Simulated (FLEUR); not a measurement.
# Al2Au (Fm-3m) in FLEUR: further runs

The runs below take Al2Au through band structure, equation of state, with r2SCAN.

Program: FLEUR MaX-R8.1 (later development tree). These are calculated values, not measurements. Logs are shortened: lines on timing, memory, paths and dates and some standing lists are left out, and cuts for length are marked.

### Step 1. The structure

The structure is cubic, space group Fm-3m (No. 225). The conventional cell has a = 6.000 Å, b = 6.000 Å, c = 6.000 Å, α = 90.00°, β = 90.00°, γ = 90.00°. Around Au (site symmetry m-3m) lie 8 Al at 2.60 Å. Around Al (site symmetry -43m) lie 4 Au at 2.60 Å.

### Step 2. Band structure, r2SCAN

inp.xml reads:

```xml
<?xml version="1.0" encoding="UTF-8" standalone="no"?>
<fleurInput fleurInputVersion="0.39">
   <comment>
      Al2Au                                                                                               
   </comment>
   <calculationSetup>
      <cutoffs Kmax="4.6" Gmax="14.3" GmaxXC="14.3" numbands="0"/>
      <scfLoop itmax="80" minDistance="0.0001" maxIterBroyd="30" imix="Anderson" alpha="0.05" precondParam="0.0" spinf="2.0" sdNocoIR="T"/>
      <coreElectrons ctail="F" frcor="F" kcrel="0" coretail_lmax="0"/>
      <xcFunctional name="LibXC" relativisticCorrections="F">
         <LibXCName exchange="mgga_x_r2scan" correlation="mgga_c_r2scan"/>
         <AuxGGA exchange="117" correlation="130"/>
      </xcFunctional>
      <magnetism jspins="1"/>
      <soc l_soc="F" theta="0.0" phi="0.0" spav="F"/>
      <expertModes spex="0" secvar="F"/>
      <geometryOptimization l_f="F" forcealpha="1.0" forcemix="BFGS" epsdisp="0.00001" epsforce="0.00001"/>
      <ldaU l_linMix="F" mixParam="0.05" spinf="1.0"/>
   </calculationSetup>
   <cell>
      <bzIntegration valenceElectrons="41.0" mode="hist" fermiSmearingEnergy="0.00183747">
         <kPointListSelection listName="default-1"/>
         <!-- k-points included here -->
         <xi:include xmlns:xi="http://www.w3.org/2001/XInclude" href="kpts.xml"> </xi:include>
      </bzIntegration>
[... 34 lines left out ...]
         </electronConfig>
         <energyParameters s="3" p="3" d="3" f="4"/>
         <lo type="SCLO" l="0" n="2" eDeriv="0"/>
         <lo type="SCLO" l="1" n="2" eDeriv="0"/>
         <lo type="SCLO" l="2" n="3" eDeriv="2"/>
         <lo type="SCLO" l="3" n="4" eDeriv="2"/>
      </species>
   </atomSpecies>
   <atomGroups>
      <atomGroup species="Gold (Au)">
         <relPos label="                   1">.0000000000 .0000000000 .0000000000</relPos>
         <force calculate="T" relaxXYZ="TTT"/>
      </atomGroup>
      <atomGroup species="Aluminum (Al)">
         <relPos label="                   2">-1.000/4.000 -1.000/4.000 -1.000/4.000</relPos>
         <relPos label="                   3">1.000/4.000 1.000/4.000 1.000/4.000</relPos>
         <force calculate="T" relaxXYZ="TTT"/>
      </atomGroup>
   </atomGroups>
   <output dos="F" band="F" slice="F">
      <checks vchk="F" cdinf="F"/>
      <bandDOS minEnergy="-.5*Htr" maxEnergy="0.5*Htr" sigma="0.015" storeEVData="T"/>
      <vacuumDOS vacdos="F" integ="F" star="F" nstars="0" locx1="0.0" locy1="0.0" locx2="0.0" locy2="0.0" nstm="0" tworkf="0.0"/>
      <unfoldingBand unfoldBand="F" supercellX="1" supercellY="1" supercellZ="1"/>
      <plotting iplot="0" polar="F">
         <plot TwoD="T" vec1="  1.0  0.0  0.0" vec2="  0.0  1.0  0.0" vec3="  0.0  0.0  1.0" zero="  0.0  0.0  0.0" file="plot"/>
      </plotting>
      <chargeDensitySlicing numkpt="0" minEigenval="0.0" maxEigenval="0.0" nnne="0" pallst="F"/>
      <specialOutput eonly="F"/>
      <moessbauerParams electricFieldGradient="T" isomerShift="T" coreHyperfine="T" valenceHyperfine="T"/>
      <magneticCircularDichroism mcd="F" energyLo="-10.0" energyUp="0.0"/>
   </output>
  <!-- We include the file relax.xml here to enable relaxations (see documentation) -->
  <xi:include xmlns:xi="http://www.w3.org/2001/XInclude" href="relax.xml"> <xi:fallback/> </xi:include>
</fleurInput>
```

crystal.txt reads:

```
Al2Au
&input cartesian=F /
0.0000000000  3.0000000000  3.0000000000
3.0000000000  0.0000000000  3.0000000000
3.0000000000  3.0000000000  0.0000000000
1.8897261246
1.0 1.0 1.0

3
79 0.0000000000  0.0000000000  0.0000000000
13 0.7500000000  0.7500000000  0.7500000000
13 0.2500000000  0.2500000000  0.2500000000

&kpt div1=8 div2=8 div3=8 gamma=T /
```

inp.xml (bands) reads:

```
<?xml version="1.0" encoding="UTF-8" standalone="no"?>
<fleurInput fleurInputVersion="0.39">
   <comment>
      Al2Au                                                                                               
   </comment>
   <calculationSetup>
      <cutoffs Kmax="4.6" Gmax="14.3" GmaxXC="14.3" numbands="0"/>
      <scfLoop itmax="80" minDistance="0.0001" maxIterBroyd="30" imix="Anderson" alpha="0.05" precondParam="0.0" spinf="2.0" sdNocoIR="T"/>
      <coreElectrons ctail="F" frcor="F" kcrel="0" coretail_lmax="0"/>
      <xcFunctional name="LibXC" relativisticCorrections="F">
         <LibXCName exchange="mgga_x_r2scan" correlation="mgga_c_r2scan"/>
         <AuxGGA exchange="117" correlation="130"/>
      </xcFunctional>
      <magnetism jspins="1"/>
      <soc l_soc="F" theta="0.0" phi="0.0" spav="F"/>
      <expertModes spex="0" secvar="F"/>
      <geometryOptimization l_f="F" forcealpha="1.0" forcemix="BFGS" epsdisp="0.00001" epsforce="0.00001"/>
      <ldaU l_linMix="F" mixParam="0.05" spinf="1.0"/>
   </calculationSetup>
   <cell>
      <bzIntegration valenceElectrons="41.0" mode="hist" fermiSmearingEnergy="0.00183747">
         <kPointListSelection listName="path-1"/>
         <!-- k-points included here -->
         <xi:include xmlns:xi="http://www.w3.org/2001/XInclude" href="kpts.xml"> </xi:include>
      </bzIntegration>
      <!-- symmetry operations included here -->
[... 33 lines left out ...]
         </electronConfig>
         <energyParameters s="3" p="3" d="3" f="4"/>
         <lo type="SCLO" l="0" n="2" eDeriv="0"/>
         <lo type="SCLO" l="1" n="2" eDeriv="0"/>
         <lo type="SCLO" l="2" n="3" eDeriv="2"/>
         <lo type="SCLO" l="3" n="4" eDeriv="2"/>
      </species>
   </atomSpecies>
   <atomGroups>
      <atomGroup species="Gold (Au)">
         <relPos label="                   1">.0000000000 .0000000000 .0000000000</relPos>
         <force calculate="T" relaxXYZ="TTT"/>
      </atomGroup>
      <atomGroup species="Aluminum (Al)">
         <relPos label="                   2">-1.000/4.000 -1.000/4.000 -1.000/4.000</relPos>
         <relPos label="                   3">1.000/4.000 1.000/4.000 1.000/4.000</relPos>
         <force calculate="T" relaxXYZ="TTT"/>
      </atomGroup>
   </atomGroups>
   <output dos="F" band="T" slice="F">
      <checks vchk="F" cdinf="F"/>
      <bandDOS minEnergy="-.5*Htr" maxEnergy="0.5*Htr" sigma="0.015" storeEVData="T"/>
      <vacuumDOS vacdos="F" integ="F" star="F" nstars="0" locx1="0.0" locy1="0.0" locx2="0.0" locy2="0.0" nstm="0" tworkf="0.0"/>
      <unfoldingBand unfoldBand="F" supercellX="1" supercellY="1" supercellZ="1"/>
      <plotting iplot="0" polar="F">
         <plot TwoD="T" vec1="  1.0  0.0  0.0" vec2="  0.0  1.0  0.0" vec3="  0.0  0.0  1.0" zero="  0.0  0.0  0.0" file="plot"/>
      </plotting>
      <chargeDensitySlicing numkpt="0" minEigenval="0.0" maxEigenval="0.0" nnne="0" pallst="F"/>
      <specialOutput eonly="F"/>
      <moessbauerParams electricFieldGradient="T" isomerShift="T" coreHyperfine="T" valenceHyperfine="T"/>
      <magneticCircularDichroism mcd="F" energyLo="-10.0" energyUp="0.0"/>
   </output>
  <!-- We include the file relax.xml here to enable relaxations (see documentation) -->
  <xi:include xmlns:xi="http://www.w3.org/2001/XInclude" href="relax.xml"> <xi:fallback/> </xi:include>
</fleurInput>
```

Potentials or basis: all-electron, FLAPW.

Command:

```
$ inpgen -f crystal.txt -profile fastHighL
$ # inp.xml edited to the form shown
$ fleur_MPI
$ fleur_MPI   # second run, on inp.xml (bands)
```

What it wrote:

```text
Welcome to FLEUR        (www.flapw.de)
      MaX-Release 8.1          (www.max-centre.eu)
 func_ids         498         497         498         497
 MetaGGA potential functional detected - V_tau will be computed
 Auxiliary Potential for radial basis: exchange=         117  correlation=         130
The functional 'Re-regularized SCAN exchange by Furness et al' is an exchange functional, it belongs to the 'MGGA' family and is defined in the reference(s):
[1] J. W. Furness, A. D. Kaplan, J. Ning, J. P. Perdew, and J. Sun.,  J. Phys. Chem. Lett. 11, 8208-8215 (2020)
[2] J. W. Furness, A. D. Kaplan, J. Ning, J. P. Perdew, and J. Sun.,  J. Phys. Chem. Lett. 11, 9248-9248 (2020)
The functional 'Re-regularized SCAN correlation by Furness et al' is a correlation functional, it belongs to the 'MGGA' family and is defined in the reference(s):
[1] J. W. Furness, A. D. Kaplan, J. Ning, J. P. Perdew, and J. Sun.,  J. Phys. Chem. Lett. 11, 8208-8215 (2020)
[2] J. W. Furness, A. D. Kaplan, J. Ning, J. P. Perdew, and J. Sun.,  J. Phys. Chem. Lett. 11, 9248-9248 (2020)
 Using same functional for VXC and EXC

 ========== k-point set info ==========
 Selected k-point list: default-1
 k-point list type: mesh
 8 x 8 x 8
 Number of k points: 29

 ------------Calculation Setup---------------------------
 Number of MPI-tasks      :            1
 Number of PE/node        :            1
 Number of OMP-threads    :            1
 Most efficient MPI parallelization for:
           1          29
 Additional eigenvalue parallelization possible
 Number of basis functions:          715
 Approximate size of matrices (H+S) per k-point:         0.008 GB
 --------------------------------------------------------
The functional 'Hammer, Hansen, and Norskov' is an exchange functional, it belongs to the 'GGA' family and is defined in the reference(s):
[... 6 lines left out ...]
 Reset of history
 Reset of history
 Iteration:     1   Distance:      41.02985402 me/bohr^3
The functional 'Hammer, Hansen, and Norskov' is an exchange functional, it belongs to the 'GGA' family and is defined in the reference(s):
[1] B. Hammer, L. B. Hansen, and J. K. Nørskov.,  Phys. Rev. B 59, 7413 (1999)
The functional 'Perdew, Burke & Ernzerhof' is a correlation functional, it belongs to the 'GGA' family and is defined in the reference(s):
[1] J. P. Perdew, K. Burke, and M. Ernzerhof.,  Phys. Rev. Lett. 77, 3865 (1996)
[2] J. P. Perdew, K. Burke, and M. Ernzerhof.,  Phys. Rev. Lett. 78, 1396 (1997)
 Using same functional for VXC and EXC
 Iteration:     2   Distance:      38.03492820 me/bohr^3
The functional 'Hammer, Hansen, and Norskov' is an exchange functional, it belongs to the 'GGA' family and is defined in the reference(s):
[1] B. Hammer, L. B. Hansen, and J. K. Nørskov.,  Phys. Rev. B 59, 7413 (1999)
The functional 'Perdew, Burke & Ernzerhof' is a correlation functional, it belongs to the 'GGA' family and is defined in the reference(s):
[1] J. P. Perdew, K. Burke, and M. Ernzerhof.,  Phys. Rev. Lett. 77, 3865 (1996)
[2] J. P. Perdew, K. Burke, and M. Ernzerhof.,  Phys. Rev. Lett. 78, 1396 (1997)
 Using same functional for VXC and EXC
 Iteration:     3   Distance:      35.89363850 me/bohr^3
The functional 'Hammer, Hansen, and Norskov' is an exchange functional, it belongs to the 'GGA' family and is defined in the reference(s):
[1] B. Hammer, L. B. Hansen, and J. K. Nørskov.,  Phys. Rev. B 59, 7413 (1999)
The functional 'Perdew, Burke & Ernzerhof' is a correlation functional, it belongs to the 'GGA' family and is defined in the reference(s):
[1] J. P. Perdew, K. Burke, and M. Ernzerhof.,  Phys. Rev. Lett. 77, 3865 (1996)
[2] J. P. Perdew, K. Burke, and M. Ernzerhof.,  Phys. Rev. Lett. 78, 1396 (1997)
 Using same functional for VXC and EXC
 Iteration:     4   Distance:      14.96701721 me/bohr^3
The functional 'Hammer, Hansen, and Norskov' is an exchange functional, it belongs to the 'GGA' family and is defined in the reference(s):
[1] B. Hammer, L. B. Hansen, and J. K. Nørskov.,  Phys. Rev. B 59, 7413 (1999)
The functional 'Perdew, Burke & Ernzerhof' is a correlation functional, it belongs to the 'GGA' family and is defined in the reference(s):
[1] J. P. Perdew, K. Burke, and M. Ernzerhof.,  Phys. Rev. Lett. 77, 3865 (1996)
[2] J. P. Perdew, K. Burke, and M. Ernzerhof.,  Phys. Rev. Lett. 78, 1396 (1997)
 Using same functional for VXC and EXC
 Iteration:     5   Distance:       5.05736707 me/bohr^3
The functional 'Hammer, Hansen, and Norskov' is an exchange functional, it belongs to the 'GGA' family and is defined in the reference(s):
[1] B. Hammer, L. B. Hansen, and J. K. Nørskov.,  Phys. Rev. B 59, 7413 (1999)
The functional 'Perdew, Burke & Ernzerhof' is a correlation functional, it belongs to the 'GGA' family and is defined in the reference(s):
[1] J. P. Perdew, K. Burke, and M. Ernzerhof.,  Phys. Rev. Lett. 77, 3865 (1996)
[2] J. P. Perdew, K. Burke, and M. Ernzerhof.,  Phys. Rev. Lett. 78, 1396 (1997)
 Using same functional for VXC and EXC
 Iteration:     6   Distance:       2.31612522 me/bohr^3
The functional 'Hammer, Hansen, and Norskov' is an exchange functional, it belongs to the 'GGA' family and is defined in the reference(s):
[1] B. Hammer, L. B. Hansen, and J. K. Nørskov.,  Phys. Rev. B 59, 7413 (1999)
The functional 'Perdew, Burke & Ernzerhof' is a correlation functional, it belongs to the 'GGA' family and is defined in the reference(s):
[1] J. P. Perdew, K. Burke, and M. Ernzerhof.,  Phys. Rev. Lett. 77, 3865 (1996)
[2] J. P. Perdew, K. Burke, and M. Ernzerhof.,  Phys. Rev. Lett. 78, 1396 (1997)
 Using same functional for VXC and EXC
[... 33 lines left out ...]
[2] J. P. Perdew, K. Burke, and M. Ernzerhof.,  Phys. Rev. Lett. 78, 1396 (1997)
 Using same functional for VXC and EXC
 Iteration:    12   Distance:       0.00953900 me/bohr^3
The functional 'Hammer, Hansen, and Norskov' is an exchange functional, it belongs to the 'GGA' family and is defined in the reference(s):
[1] B. Hammer, L. B. Hansen, and J. K. Nørskov.,  Phys. Rev. B 59, 7413 (1999)
The functional 'Perdew, Burke & Ernzerhof' is a correlation functional, it belongs to the 'GGA' family and is defined in the reference(s):
[1] J. P. Perdew, K. Burke, and M. Ernzerhof.,  Phys. Rev. Lett. 77, 3865 (1996)
[2] J. P. Perdew, K. Burke, and M. Ernzerhof.,  Phys. Rev. Lett. 78, 1396 (1997)
 Using same functional for VXC and EXC
 Iteration:    13   Distance:       0.00325253 me/bohr^3
The functional 'Hammer, Hansen, and Norskov' is an exchange functional, it belongs to the 'GGA' family and is defined in the reference(s):
[1] B. Hammer, L. B. Hansen, and J. K. Nørskov.,  Phys. Rev. B 59, 7413 (1999)
The functional 'Perdew, Burke & Ernzerhof' is a correlation functional, it belongs to the 'GGA' family and is defined in the reference(s):
[1] J. P. Perdew, K. Burke, and M. Ernzerhof.,  Phys. Rev. Lett. 77, 3865 (1996)
[2] J. P. Perdew, K. Burke, and M. Ernzerhof.,  Phys. Rev. Lett. 78, 1396 (1997)
 Using same functional for VXC and EXC
 Iteration:    14   Distance:       0.00025816 me/bohr^3
The functional 'Hammer, Hansen, and Norskov' is an exchange functional, it belongs to the 'GGA' family and is defined in the reference(s):
[1] B. Hammer, L. B. Hansen, and J. K. Nørskov.,  Phys. Rev. B 59, 7413 (1999)
The functional 'Perdew, Burke & Ernzerhof' is a correlation functional, it belongs to the 'GGA' family and is defined in the reference(s):
[1] J. P. Perdew, K. Burke, and M. Ernzerhof.,  Phys. Rev. Lett. 77, 3865 (1996)
[2] J. P. Perdew, K. Burke, and M. Ernzerhof.,  Phys. Rev. Lett. 78, 1396 (1997)
 Using same functional for VXC and EXC
 Iteration:    15   Distance:       0.00021373 me/bohr^3
The functional 'Hammer, Hansen, and Norskov' is an exchange functional, it belongs to the 'GGA' family and is defined in the reference(s):
[1] B. Hammer, L. B. Hansen, and J. K. Nørskov.,  Phys. Rev. B 59, 7413 (1999)
The functional 'Perdew, Burke & Ernzerhof' is a correlation functional, it belongs to the 'GGA' family and is defined in the reference(s):
[1] J. P. Perdew, K. Burke, and M. Ernzerhof.,  Phys. Rev. Lett. 77, 3865 (1996)
[2] J. P. Perdew, K. Burke, and M. Ernzerhof.,  Phys. Rev. Lett. 78, 1396 (1997)
 Using same functional for VXC and EXC
 Iteration:    16   Distance:       0.00006215 me/bohr^3

 ********************************************************************
 Run finished successfully
 Stop message:
   all done
 ********************************************************************
```

Run time: 1.7 min. Hardware: 1 thread of Arm Neoverse V2, shared host; peak memory 0.09 GiB.

Results:

```yaml
Free_energy: -531494.2351 eV
Band_gap_along_the_path: none (metal or under the smearing width)
Valence_electrons_inside_the_program's_atomic_spheres: Au 17.42; Al 9.06 (radii Au 2.42, Al 2.13 bohr)
```

Levels at the corners of the path, in eV from the Fermi level:
```tsv
point	band 17	band 18	band 19	band 20	band 21	band 22	band 23	band 24	band 25	band 26
Γ	-5.97	-5.97	2.89	3.04	3.04	3.04	4.17	4.17	4.17	6.26
X	-6.10	-5.64	-5.33	-2.28	-2.28	1.58	2.36	8.01	10.65	10.65
W	-6.10	-5.51	-4.23	-4.23	-2.31	4.49	4.49	5.61	5.69	10.06
K	-5.93	-5.86	-4.84	-3.57	-1.49	2.15	4.73	6.39	8.47	8.76
Γ	-5.97	-5.97	2.89	3.04	3.04	3.04	4.17	4.17	4.17	6.26
L	-5.83	-5.83	-5.76	0.31	0.31	3.79	4.08	4.10	4.10	9.36
U	-5.93	-5.86	-4.84	-3.57	-1.49	2.15	4.73	6.39	8.47	8.76
W	-6.10	-5.51	-4.23	-4.23	-2.31	4.49	4.49	5.61	5.69	10.06
L	-5.83	-5.83	-5.76	0.31	0.31	3.79	4.08	4.10	4.10	9.36
K	-5.93	-5.86	-4.84	-3.57	-1.49	2.15	4.73	6.39	8.47	8.76
U	-5.93	-5.86	-4.84	-3.57	-1.49	2.15	4.73	6.39	8.47	8.76
X	-6.10	-5.64	-5.33	-2.28	-2.28	1.58	2.36	8.01	10.65	10.65
```

Core levels (eV from the Fermi level):
| atom | levels |
| --- | --- |
| 1 Au | 1s1/2 -80658.9, 2s1/2 -14219.1, 2p1/2 -13631.9, 2p3/2 -11796.1, 3s1/2 -3355.0, 3p1/2 -3091.7, 3p3/2 -2686.6, 4s1/2 -727.5, 3d3/2 -2251.0, 3d5/2 -2163.9, 4p1/2 -615.3, 4p3/2 -518.2, 4d3/2 -335.0, 4d5/2 -316.9, 4f5/2 -82.0, 4f7/2 -78.2 |
| 2 Al | 1s1/2 -1506.5 |
| 3 Al | 1s1/2 -1506.5 |

Caveat: the meta-GGA is that of a development version, with a GGA for the radial functions and cores and without core tails; spin-orbit coupling is left out, which moves the levels of the heavy elements.

(Part 1 of 2 ends here.)
